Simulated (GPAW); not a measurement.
# Screening of a field by Zr2N(OH)2 MXene monolayer, part 2 of 2

Aim: the dipole that a field along the normal induces in Zr2N(OH)2 MXene monolayer.

GPAW 26.7.0; GPAW, PAW setups; layer in a repeated cell with vacuum, relaxation of atoms and in-plane cell (the session's first sound run).

So far, upper work function (eV): step 3 (plane waves, PBE) 2.39.

**6. Field on**

run.py

```python
import json
import numpy as np
from ase import Atoms
from gpaw import GPAW, PW
from gpaw.external import ConstantElectricField

slab = Atoms(
    ['H', 'O', 'Zr', 'N', 'Zr', 'O', 'H'],
    positions=[
        [0.00000, 1.85140, 7.00000],
        [0.00000, 1.85140, 7.97924],
        [1.60336, 0.92570, 9.34451],
        [0.00000, -0.00000, 10.57893],
        [0.00000, 1.85140, 11.81334],
        [1.60336, 0.92570, 13.17861],
        [1.60336, 0.92570, 14.15786]],
    cell=[[3.20672, 0.0, 0.0], [-1.60336, 2.7771, 0.0], [0.0, 0.0, 21.1579]],
    pbc=[True, True, False])

slab.calc = GPAW(mode=PW(500), xc='PBE', kpts={'size': (12, 12, 1), 'gamma': True},
                 occupations={'name': 'fermi-dirac', 'width': 0.05}, nbands='160%',
                 convergence={'density': 1e-05}, maxiter=200,
                 poissonsolver={'dipolelayer': 'xy'},
                 external=ConstantElectricField(-0.05, [0, 0, 1]),
                 symmetry={'tolerance': 1e-3}, txt='slab.txt')
result = {}
energy = slab.get_potential_energy()
fermi = slab.calc.get_fermi_level()
v = slab.calc.get_electrostatic_potential().mean((0, 1)) - fermi
n = slab.calc.get_pseudo_density().mean((0, 1))
L = slab.cell[2, 2]
z = np.arange(len(v)) * L / len(v)
low, high = slab.positions[:, 2].min(), slab.positions[:, 2].max()
below, above = np.interp([low - 4.8, high + 4.8], z, v)
slopes = [np.interp(x, z, np.gradient(v, z)) for x in (low - 4.8, high + 4.8)]
eps = np.array([[slab.calc.get_eigenvalues(k, s) for k in range(len(slab.calc.get_ibz_k_points()))]
                for s in range(slab.calc.get_number_of_spins())]) - fermi
top, bottom = eps[eps < 0].max(), eps[eps > 0].min()
dipole = slab.get_dipole_moment()[2]
print(f'energy {energy:.4f} eV, Fermi level {fermi:.4f} eV, dipole {dipole:.5f} e A')
print(f'potential 4.8 A off the faces, from the Fermi level: lower {below:.4f} eV, upper {above:.4f} eV')
print(f'slope of the potential there: lower {slopes[0]:.5f}, upper {slopes[1]:.5f} eV/A')
print(f'nearest levels on the mesh: {top:.4f} and {bottom:.4f} eV')
print('magnetic moment', round(slab.get_magnetic_moment(), 3))
result.update(energy=energy, fermi=fermi, dipole=dipole, below=below, above=above, slopes=slopes, edges=[top, bottom],
              z=z.tolist(), v=v.tolist(), n=n.tolist(), positions=slab.positions.tolist(),
              forces=slab.get_forces(apply_constraint=False).tolist(), moments=slab.get_magnetic_moments().tolist())
json.dump(result, open('result.json', 'w'))
```

The run is started by

```
OMP_NUM_THREADS=1 OPENBLAS_NUM_THREADS=1 python run.py
```

Wall time 3.4 min (1 thread of Intel Xeon 6975P-C (Granite Rapids), shared host); peak memory 0.59 GiB.

The electrostatic potential energy of an electron (without an applied field's), less the Fermi level, planar mean by z:

z (Å), electrostatic potential energy of an electron (without an applied field's), less the Fermi level, planar mean (eV) and a bar from the least value:
```
      0.0        2.4 ##############################
      0.5        2.1 #############################
      1.0        2.1 #############################
      1.5        2.1 #############################
      2.0        2.1 #############################
      2.5        2.1 #############################
      3.0        2.0 #############################
      3.5        2.0 #############################
      4.0        2.0 #############################
      4.5        1.9 #############################
      5.0        1.8 #############################
      5.5        1.5 #############################
      6.0        1.1 ############################
      6.5        0.2 ###########################
      7.0       -1.6 #########################
      7.5       -1.7 #########################
      8.0      -10.5 ##############
      8.5       -6.9 ###################
      9.0      -18.1 #####
      9.5      -22.5 
     10.0      -10.3 ###############
     10.5      -13.3 ###########
     11.0       -9.0 ################
     11.5      -18.7 #####
     12.0      -22.0 #
     12.5       -8.9 ################
     13.0       -8.9 ################
     13.5       -3.9 ######################
     14.0       -0.8 ##########################
     14.5        0.1 ###########################
     15.0        1.4 ############################
     15.5        2.0 #############################
     16.0        2.3 #############################
     16.5        2.5 ##############################
     17.0        2.6 ##############################
     17.5        2.7 ##############################
     18.0        2.7 ##############################
     18.5        2.7 ##############################
     19.0        2.7 ##############################
     19.5        2.7 ##############################
     20.0        2.7 ##############################
     20.5        2.7 ##############################
     21.0        2.5 ##############################
```

**7. In a field**

run.py: that of step 6 with these lines changed.

```diff
@@ -23,3 +23,3 @@
                  poissonsolver={'dipolelayer': 'xy'},
-                 external=ConstantElectricField(-0.05, [0, 0, 1]),
+                 external=ConstantElectricField(0.05, [0, 0, 1]),
                  symmetry={'tolerance': 1e-3}, txt='slab.txt')
```

Run time: 3.4 min. Hardware: 1 thread; peak memory 0.59 GiB.

**8. In a field**

run.py: that of step 7 with these lines changed.

```diff
@@ -23,3 +23,3 @@
                  poissonsolver={'dipolelayer': 'xy'},
-                 external=ConstantElectricField(0.05, [0, 0, 1]),
+                 external=ConstantElectricField(0.1, [0, 0, 1]),
                  symmetry={'tolerance': 1e-3}, txt='slab.txt')
```

It took 3.4 min on 1 thread; peak memory 0.58 GiB.

Electrostatic potential energy of an electron (without an applied field's), less the Fermi level, planar mean against z:

z (Å), electrostatic potential energy of an electron (without an applied field's), less the Fermi level, planar mean (eV) and a bar from the least value:
```
      0.0        2.4 #############################
      0.5        3.0 ##############################
      1.0        3.0 ##############################
      1.5        3.0 ##############################
      2.0        3.0 ##############################
      2.5        3.0 ##############################
      3.0        3.0 ##############################
      3.5        3.0 ##############################
      4.0        2.9 ##############################
      4.5        2.8 ##############################
      5.0        2.7 ##############################
      5.5        2.4 #############################
      6.0        1.8 #############################
      6.5        0.8 ###########################
      7.0       -1.0 #########################
      7.5       -1.2 #########################
      8.0      -10.1 ##############
      8.5       -6.6 ###################
      9.0      -17.8 #####
      9.5      -22.3 
     10.0      -10.2 ##############
     10.5      -13.3 ###########
     11.0       -9.1 ################
     11.5      -18.8 ####
     12.0      -22.2 
     12.5       -9.2 ###############
     13.0       -9.3 ###############
     13.5       -4.3 #####################
     14.0       -1.3 #########################
     14.5       -0.6 ##########################
     15.0        0.6 ###########################
     15.5        1.2 ############################
     16.0        1.4 ############################
     16.5        1.6 ############################
     17.0        1.7 ############################
     17.5        1.7 ############################
     18.0        1.7 ############################
     18.5        1.7 ############################
     19.0        1.7 ############################
     19.5        1.7 ############################
     20.0        1.7 ############################
     20.5        1.7 ############################
     21.0        2.1 #############################
```

The dipole is now 0.0637 e Å, against -7.7e-4 in the run without a field.

**9. Field on**

run.py: that of step 8 with these lines changed.

```diff
@@ -23,3 +23,3 @@
                  poissonsolver={'dipolelayer': 'xy'},
-                 external=ConstantElectricField(0.1, [0, 0, 1]),
+                 external=ConstantElectricField(0.2, [0, 0, 1]),
                  symmetry={'tolerance': 1e-3}, txt='slab.txt')
```

Elapsed: 3.6 min, on 1 thread; peak memory 0.58 GiB.

Electrostatic potential energy of an electron (without an applied field's), less the Fermi level, planar mean against z:

z (Å), electrostatic potential energy of an electron (without an applied field's), less the Fermi level, planar mean (eV) and a bar from the least value:
```
      0.0        2.4 #############################
      0.5        3.7 ##############################
      1.0        3.7 ##############################
      1.5        3.7 ##############################
      2.0        3.7 ##############################
      2.5        3.7 ##############################
      3.0        3.7 ##############################
      3.5        3.6 ##############################
      4.0        3.6 ##############################
      4.5        3.5 ##############################
      5.0        3.2 #############################
      5.5        2.9 #############################
      6.0        2.3 ############################
      6.5        1.3 ###########################
      7.0       -0.7 #########################
      7.5       -0.9 #########################
      8.0       -9.9 ##############
      8.5       -6.4 ##################
      9.0      -17.7 #####
      9.5      -22.2 
     10.0      -10.1 ##############
     10.5      -13.3 ##########
     11.0       -9.1 ###############
     11.5      -18.9 ####
     12.0      -22.4 
     12.5       -9.4 ###############
     13.0       -9.5 ###############
     13.5       -4.6 ####################
     14.0       -1.7 ########################
     14.5       -1.0 #########################
     15.0        0.1 ##########################
     15.5        0.6 ##########################
     16.0        0.9 ###########################
     16.5        1.0 ###########################
     17.0        1.1 ###########################
     17.5        1.1 ###########################
     18.0        1.1 ###########################
     18.5        1.1 ###########################
     19.0        1.1 ###########################
     19.5        1.1 ###########################
     20.0        1.1 ###########################
     20.5        1.1 ###########################
     21.0        1.8 ############################
```

The dipole is now 0.128 e Å, against -7.7e-4 in the run without a field.

**10. Field on**

run.py: that of step 9 with these lines changed.

```diff
@@ -23,3 +23,3 @@
                  poissonsolver={'dipolelayer': 'xy'},
-                 external=ConstantElectricField(0.2, [0, 0, 1]),
+                 external=ConstantElectricField(0.3, [0, 0, 1]),
                  symmetry={'tolerance': 1e-3}, txt='slab.txt')
```

Elapsed: 3.3 min, on 1 thread; peak memory 0.59 GiB.

Electrostatic potential energy of an electron (without an applied field's), less the Fermi level, planar mean against z:

z (Å), electrostatic potential energy of an electron (without an applied field's), less the Fermi level, planar mean (eV) and a bar from the least value:
```
      0.0        2.5 ############################
      0.5        4.4 ##############################
      1.0        4.4 ##############################
      1.5        4.4 ##############################
      2.0        4.4 ##############################
      2.5        4.4 ##############################
      3.0        4.4 ##############################
      3.5        4.3 ##############################
      4.0        4.2 ##############################
      4.5        4.1 ##############################
      5.0        3.8 #############################
      5.5        3.4 #############################
      6.0        2.8 ############################
      6.5        1.7 ###########################
      7.0       -0.3 #########################
      7.5       -0.6 ########################
      8.0       -9.6 ##############
      8.5       -6.2 ##################
      9.0      -17.5 ######
      9.5      -22.1 
     10.0      -10.1 ##############
     10.5      -13.3 ##########
     11.0       -9.2 ###############
     11.5      -19.0 ####
     12.0      -22.5 
     12.5       -9.6 ##############
     13.0       -9.8 ##############
     13.5       -5.0 ####################
     14.0       -2.1 #######################
     14.5       -1.4 #######################
     15.0       -0.3 #########################
     15.5        0.1 #########################
     16.0        0.3 #########################
     16.5        0.4 ##########################
     17.0        0.5 ##########################
     17.5        0.5 ##########################
     18.0        0.5 ##########################
     18.5        0.5 ##########################
     19.0        0.5 ##########################
     19.5        0.5 ##########################
     20.0        0.5 ##########################
     20.5        0.5 ##########################
     21.0        1.6 ###########################
```

The dipole is now 0.192 e Å, against -7.7e-4 in the run without a field.

**11. The series**

The members are put on one axis.

This step: induced dipole against applied field (GPAW 26.7.0).

Table of dipole along the normal by field:

```tsv
field (V/Å)	dipole along the normal (e·Å)
-0.200	-0.128
-0.100	-0.0637
-0.050	-0.0318
0.000	-7.7e-4
0.050	0.0318
0.100	0.0637
0.200	0.128
0.300	0.192
```

**12. What came out**

| Quantity | Value |
| --- | --- |
| work function, upper and lower face | 2.390 and 2.374 eV |
| dipole along the normal | -7.7e-4 e Å |
| induced dipole per field | 0.638 e Å per V/Å |
| out-of-plane polarisability per area, α/(ε0 A) | 13.0 Å |

What this shows: The field induces 0.638 e Å per V/Å, a polarisable thickness α/(ε0 A) of 13.0 Å beside 7.16 Å between the outermost nuclei. A perfect conductor would give the distance between its two image planes; a dielectric of thickness t gives t(1 - 1/ε). The induced dipole is linear in the field over this range. The small printed dipole stands for a step of 16 meV from the lower to the upper face, and the probes find 16 meV; values this small are near the numerical noise of both. The cell holds an odd number of electrons, so without spin polarisation it must come out metallic and without a moment, whatever its true state. The layer's cell and atoms come from the relaxation; spin-orbit coupling and temperature are left out.

[Logs are printed without paths, hosts, clocks, repeated set-up lines and the standing remarks that a program may print on its own settings, such as how far it seeks lower states.]

[Hosts, paths, dates, database ids (printed as entryN), source tags and the programs' standing remarks are cut or masked in the printed files.]
